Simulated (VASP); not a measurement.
A run of VASP 6.6.1 is set up as follows.

Contents of INCAR:

```
  PREC = Accurate
  ENCUT = 520
  EDIFF = 1E-6
  ISMEAR = 0
  SIGMA = 0.05
  LREAL = F
  LASPH = T
  NELM = 60
  ALGO = Normal
  ISIF = 2
  LWAVE = F
  LCHARG = T
  LDIPOL = T
  IDIPOL = 3
  DIPOL = 0.5 0.5 0.500
  GGA = PE
  LELF = T
  LVHAR = T
  LVACPOTAV = T
```

Contents of KPOINTS:

```
regular mesh
0
Gamma
  10 10 1
```

POSCAR

```
Pt
1.0
    2.7688887338      0.0000000000      0.0000000000
    0.0000000000      2.7688887338      0.0000000000
    0.0000000000      0.0000000000     24.7895000000
Pt
6
Direct
    0.5000000000      0.5000000000      0.3025474495
    0.0000000000      0.0000000000      0.3815284697
    0.5000000000      0.5000000000      0.4605094899
    0.0000000000      0.0000000000      0.5394905101
    0.5000000000      0.5000000000      0.6184715303
    0.0000000000      0.0000000000      0.6974525505
```

Potentials or basis: VASP PAW PBE potentials, release 64 (Pt).

Launch:

```bash
$ cat potpaw_PBE.64/Pt/POTCAR > POTCAR
$ mpirun -np 1 vasp_std > vasp.out
```

Problem. What does it give for the work function of the upper face?

Solution. 5.64 eV.

Problem. Estimate the work function of the lower face.

Solution. 5.64 eV.

Problem. Predict the band gap on the k mesh.

Solution. None (metal or under the smearing width).

Forces on the atoms (eV/Å):
```
Pt   0.000  0.000 -0.162
Pt   0.000  0.000 -0.303
Pt   0.000  0.000 -0.031
Pt   0.000  0.000  0.031
Pt   0.000  0.000  0.303
Pt   0.000  0.000  0.162
```

Spin-orbit coupling is left out, which matters for the levels of Pt.
